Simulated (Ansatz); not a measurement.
**TaN: stress in a strained cell**

Aim: deform TaN (equal xy, yz and zx engineering shear strains of -1 %) and compute stress, forces and field gradients with LAPW, PAW and all-electron datasets made for the crystal.

Program: Ansatz 0.2.0. Level of theory: DFT PBE, scalar-relativistic. These are calculated values, not measurements.

### 1 Starting point

It takes space group P6_3mc (No. 186, hexagonal). Conventional cell: a = 3.050 Å, b = 3.050 Å, c = 4.940 Å, α = 90.00°, β = 90.00°, γ = 120.00°. Ta (site symmetry 3m) has 4 N at 1.85 to 1.90 Å as nearest neighbours. Around N (site symmetry 3m) lie 4 Ta at 1.85 to 1.90 Å.

As a file:

```cif
data_structure
_symmetry_space_group_name_H-M 'P 1'
_symmetry_Int_Tables_number 1
_cell_length_a 3.0500
_cell_length_b 3.0500
_cell_length_c 4.9400
_cell_angle_alpha 90.000
_cell_angle_beta 90.000
_cell_angle_gamma 120.000
_cell_volume 39.80
loop_
_atom_site_label
_atom_site_type_symbol
_atom_site_fract_x
_atom_site_fract_y
_atom_site_fract_z
_atom_site_occupancy
Ta1 Ta 0.33333 0.66667 0.00000 1
Ta2 Ta 0.66667 0.33333 0.50000 1
N1 N 0.33333 0.66667 0.38500 1
N2 N 0.66667 0.33333 0.88500 1
```

Atoms are numbered in the order of the input: Ta1, Ta2, N3, N4.

### 2 The deformed structure

Space group P6_3mc before, P1 after.

### 3 Full-potential LAPW

Contents of input.yaml:

```yaml
crystal:
  lattice:
    - [3.0500010905, -0.0152500054, -0.0152500054]
    - [-1.5382074374, 2.6490034287, -0.0055818894]
    - [-0.0247, -0.0247, 4.94]
  atoms:
    - { symbol: Ta, position: [0.3333333333, 0.6666666667, 0.0] }
    - { symbol: Ta, position: [0.6666666667, 0.3333333333, 0.5] }
    - { symbol: "N", position: [0.3333333333, 0.6666666667, 0.385] }
    - { symbol: "N", position: [0.6666666667, 0.3333333333, 0.885] }
kpoints:
  mp_grid: { grid: [9, 9, 5] }
  band_path:
    path:
      - [0.0, 0.0, 0.0]
      - [0.0, 0.0, 0.5]
      - [-0.5, 0.5, 0.0]
      - [0.0, 0.0, 0.0]
      - [0.0, -0.5, 0.0]
      - [-0.5, 0.0, 0.5]
      - [0.0, 0.0, 0.0]
      - [-0.5, 0.0, 0.0]
      - [0.0, -0.5, 0.5]
    npoints: 5
scf:
  occupations: { method: fermi_dirac, width: 0.01 }
hamiltonian:
  xc: pbe
  pseudopotentials: { kind: all_electron, lapw: { basis_error: 0.001 } }
output:
  forces: true
  stress: true
  eigenvalues: true
```

Run with:

```bash
$ ansatz run input.yaml --threads 1 --pin off --max-ram 4096MiB --backend cpu --events-out ev --progress --plain --runs-dir out
```

The log of the run, cut to the lines that bear on the results:

```text
LAPW: plane waves up to 11.879 Å⁻¹, error target 1.0e-3 eV per atom; small_component_spin mean_spin; N in spheres of 0.752 Å, 7 of its electrons in bands, Dirac shells []; Ta in spheres of 1.083 Å, 45 of its electrons in bands, Dirac shells []
[...]
Pseudopotentials: kind: all_electron
Pseudopotential: Ta, LAPW, valence charge 45, Koelling and Harmon's equation, gaussian nucleus
Pseudopotential: N, LAPW, valence charge 7, Koelling and Harmon's equation, gaussian nucleus
Functional definition: PBE
[...]
Crystal: 4 atoms, lattice volume = 39.795 Å³
Basis set: ecut = 537.6447883621003 eV, 1101 PW (Γ), exchange–correlation at level 2
Bands: 63, of which v1, the nominal top of the filled ones, is band 52 counted from 1 (51 counted from 0)
Symmetry: 1 space group operations
Space group: P1 (ITA 1), of the structure as read, at distance tolerance 3.4e-5 Å
k-points: 203 of 405 (time reversal used)
[...]
SCF iter   1: F=—  HF=-852121.400742 eV  |F-HF|=—  |Δ(HF+E_count)|=         —  Δρ=1.85e-1  dr2=1.45e1  ethr=1.39e-2  ⟨swp⟩=2.0  Hψ=81396  notcnv=0
[...]
the basis was enlarged: its passes take 654.9 KiB over the memory plan, 1 of 1 planned eigensolver slots
[...]
SCF iter  11: F=-852116.009808 eV  HF=-852116.009808 eV  |F-HF|=4.67e-8  |Δ(HF+E_count)|=   1.74e-7  Δρ=1.68e-5  dr2=8.18e-8  ethr=4.32e-10  ⟨swp⟩=3.0  Hψ=36239  notcnv=0
[...]
NSCF: frozen V_eff on 41 k-points
SCF converged after 11 iterations
Free energy (F): -852116.009808 eV
[...]
E sigma→0 (E₀):  -852116.009360 eV
Entropy (-TS):   -0.000895 eV (-0.224 meV/atom)
Fermi energy:    28.382905 eV
[...]
--- Forces (eV/Å), atoms counted from 1 ---
  atom   1  Ta     0.64481736     0.23133553     2.29049314
  atom   2  Ta    -0.19566962     0.21578762     2.27886405
  atom   3  N      0.14761326    -0.21847523    -2.28103434
  atom   4  N     -0.59675235    -0.22864392    -2.28818076
[...]
--- Stress (GPa, compression-positive) ---
      143.296196       2.306224       0.774286
        2.306224     143.240222       0.762150
        0.774286       0.762150     118.595623
  P = ⅓ Tr σ = 135.0440 GPa (1350.440 kbar)
--- Band table (eV; the first three rows and the last of 203) ---
[...]
```

It took 7.9 min on 1 thread of Intel Xeon Platinum 8375C at 2.90GHz (Ice Lake), shared host; peak memory 1.7 GiB.

In short: pressure 135.04 GPa; no gap; largest force 2.391 eV/Å.

### 4 PAW with frozen cores

Contents of input.yaml:

```yaml
crystal:
  lattice:
    - [3.0500010905, -0.0152500054, -0.0152500054]
    - [-1.5382074374, 2.6490034287, -0.0055818894]
    - [-0.0247, -0.0247, 4.94]
  atoms:
    - { symbol: Ta, position: [0.3333333333, 0.6666666667, 0.0] }
    - { symbol: Ta, position: [0.6666666667, 0.3333333333, 0.5] }
    - { symbol: "N", position: [0.3333333333, 0.6666666667, 0.385] }
    - { symbol: "N", position: [0.6666666667, 0.3333333333, 0.885] }
kpoints:
  mp_grid: { grid: [9, 9, 5] }
scf:
  occupations: { method: fermi_dirac, width: 0.01 }
hamiltonian:
  xc: pbe
  pseudopotentials: { kind: paw }
output:
  forces: true
  stress: true
  eigenvalues: true
  efg: { contact_densities: true }
```

Run with:

```bash
$ ansatz run input.yaml --threads 1 --pin off --max-ram 4096MiB --backend cpu --events-out ev --progress --plain --runs-dir out
```

The log of the run, cut to the lines that bear on the results:

```text
Ta: output.efg is read without spin–orbit coupling, which moves field gradients at and beside such atoms by some per cent and up to a factor of two; PAW files take it under magnetization.noncollinear and magnetization.spin_orbit
[...]
Pseudopotentials: kind: paw
Pseudopotential: Ta, paw, valence charge 13, recommended cutoff 420 eV (normal)
Pseudopotential: N, paw, valence charge 5, recommended cutoff 420 eV (normal)
[... 1 set-up line as earlier in the session ...]
[...]
Crystal: 4 atoms, lattice volume = 39.795 Å³
Basis set: ecut = 420 eV, 775 PW (Γ), exchange–correlation on 48×48×72 points (8 copies of the dense FFT grid, shifted against one another)
Bands: 22, of which v1, the nominal top of the filled ones, is band 18 counted from 1 (17 counted from 0)
[... 2 set-up lines as earlier in the session ...]
[...]
--- Stress (GPa, compression-positive) ---
      145.659816       2.379691       0.791593
        2.379691     145.628613       0.785240
        0.791593       0.785240     120.547611
  P = ⅓ Tr σ = 137.2787 GPa (1372.787 kbar)
--- PAW observables at the nuclei: V_zz in 10²¹ V/m², potentials from the cell's mean, atoms counted from 1 ---
  atom   1  Ta V_zz =   +13.065340   η = 0.1976   by run symmetry: allowed
            electrostatic potential = -14505.405027 V   contact ρ = 8154531.065201 e/Å³
  atom   2  Ta V_zz =   +13.104056   η = 0.0821   by run symmetry: allowed
            electrostatic potential = -14505.405575 V   contact ρ = 8154530.967769 e/Å³
  atom   3  N  V_zz =    +1.037294   η = 0.0771   by run symmetry: allowed
            electrostatic potential = -532.519347 V   contact ρ = 1415.147121 e/Å³
  atom   4  N  V_zz =    +1.039522   η = 0.1726   by run symmetry: allowed
            electrostatic potential = -532.519679 V   contact ρ = 1415.145924 e/Å³
--- Band table (eV; the first three rows and the last of 203) ---
[... band rows left out ...]
[...]
```

Wall time 21 s (1 thread of Intel Xeon Platinum 8375C at 2.90GHz (Ice Lake), shared host); peak memory 0.54 GiB.

Read from it: pressure 137.28 GPa; no gap; largest force 2.419 eV/Å; Vzz Ta1 13.07 (η = 0.20), Ta2 13.10 (η = 0.08), N3 1.04 (η = 0.08), N4 1.04 (η = 0.17) (10²¹ V/m²).

### 5 All-electron PAW on datasets made for the crystal

input.yaml, as its differences from that of step 4:

```diff
@@ -16,3 +16,3 @@
   xc: pbe
-  pseudopotentials: { kind: paw }
+  pseudopotentials: { kind: all_electron, datasets: crystal }
 output:
```

Run with:

```bash
$ ansatz run input.yaml --threads 1 --pin off --max-ram 4096MiB --backend cpu --events-out ev --progress --plain --runs-dir out
```

The log of the run, cut to the lines that bear on the results:

```text
[...]
band count auto-derived: 43 (N_el = 64.0; filled up to band 32; 39 by the electrons, moments and atoms)
Ta: output.efg is read without spin–orbit coupling, which moves field gradients at and beside such atoms by some per cent and up to a factor of two; PAW files take it under magnetization.noncollinear and magnetization.spin_orbit
[...]
[... 1 set-up line as earlier in the session ...]
Pseudopotential: Ta, paw, valence charge 27, recommended cutoff 580 eV (normal), Koelling and Harmon's equation, gaussian nucleus
Pseudopotential: N, paw, valence charge 5, recommended cutoff 580 eV (normal), Koelling and Harmon's equation, gaussian nucleus
[... 1 set-up line as earlier in the session ...]
[...]
Crystal: 4 atoms, lattice volume = 39.795 Å³
Basis set: ecut = 580 eV, 1253 PW (Γ), exchange–correlation on 48×50×80 points (8 copies of the dense FFT grid, shifted against one another)
[...]
--- Stress (GPa, compression-positive) ---
      143.296499       2.306206       0.774291
        2.306206     143.240431       0.762153
        0.774291       0.762153     118.595045
  P = ⅓ Tr σ = 135.0440 GPa (1350.440 kbar)
--- PAW observables at the nuclei: V_zz in 10²¹ V/m², potentials from the cell's mean, atoms counted from 1 ---
  atom   1  Ta V_zz =   +12.052017   η = 0.1928   by run symmetry: allowed
            electrostatic potential = -14504.295766 V   contact ρ = 8150671.891593 e/Å³
  atom   2  Ta V_zz =   +12.094358   η = 0.0799   by run symmetry: allowed
            electrostatic potential = -14504.297176 V   contact ρ = 8150671.803097 e/Å³
  atom   3  N  V_zz =    +1.019807   η = 0.0731   by run symmetry: allowed
            electrostatic potential = -532.377205 V   contact ρ = 1415.412914 e/Å³
  atom   4  N  V_zz =    +1.021857   η = 0.1682   by run symmetry: allowed
            electrostatic potential = -532.378270 V   contact ρ = 1415.411718 e/Å³
--- Band table (eV; the first three rows and the last of 203) ---
[...]
```

It took 3.6 min on 1 thread of Intel Xeon Platinum 8375C at 2.90GHz (Ice Lake), shared host; peak memory 2.5 GiB.

Result: pressure 135.04 GPa; no gap; largest force 2.391 eV/Å; Vzz Ta1 12.05 (η = 0.19), Ta2 12.09 (η = 0.08), N3 1.02 (η = 0.07), N4 1.02 (η = 0.17) (10²¹ V/m²).

### 6 Stress and forces compared

Stress (GPa, compression positive):

```tsv
method	xx	yy	zz	yz	xz	xy
LAPW	143.30	143.24	118.60	0.76	0.77	2.31
PAW	145.66	145.63	120.55	0.79	0.79	2.38
crystal datasets	143.30	143.24	118.60	0.76	0.77	2.31
```

Forces (eV/Å):

```tsv
atom	LAPW x	LAPW y	LAPW z	PAW x	PAW y	PAW z	crystal datasets x	crystal datasets y	crystal datasets z
Ta1	0.645	0.231	2.290	0.655	0.234	2.317	0.645	0.231	2.291
Ta2	-0.196	0.216	2.279	-0.202	0.219	2.305	-0.196	0.216	2.279
N3	0.148	-0.218	-2.281	0.155	-0.222	-2.307	0.148	-0.218	-2.281
N4	-0.597	-0.229	-2.288	-0.608	-0.231	-2.315	-0.597	-0.229	-2.288
```

| method | pressure (GPa) | largest force (eV/Å) | Vzz Ta1 (10²¹ V/m²) | Vzz Ta2 (10²¹ V/m²) | Vzz N3 (10²¹ V/m²) | SCF cycles, all passes |
| --- | --- | --- | --- | --- | --- | --- |
| LAPW | 135.04 | 2.391 | – | – | – | 11 |
| PAW | 137.28 | 2.419 | 13.07 | 13.10 | 1.04 | 7 |
| crystal datasets | 135.04 | 2.391 | 12.05 | 12.09 | 1.02 | 10 |

### 7 Results

| quantity | value |
| --- | --- |
| pressure | LAPW 135.04, PAW 137.28, crystal datasets 135.04 GPa |
| largest shear or deviatoric stress (LAPW) | 16.45 GPa |

In words: The largest part of the stress beyond the pressure is 16.45 GPa in size, in the zz component; the atoms are carried along and not relaxed. No run of the undeformed cell stands beside it, so the pressure holds what the given cell had before the change. PAW: stress within 2.39 GPa of LAPW, forces within 26 meV/Å. Crystal datasets: stress within 0.01 GPa of LAPW, forces within 1 meV/Å. Spin-orbit coupling is left out, though the cell holds Ta; in elements this heavy it can shift bands and gaps by tenths of an eV.
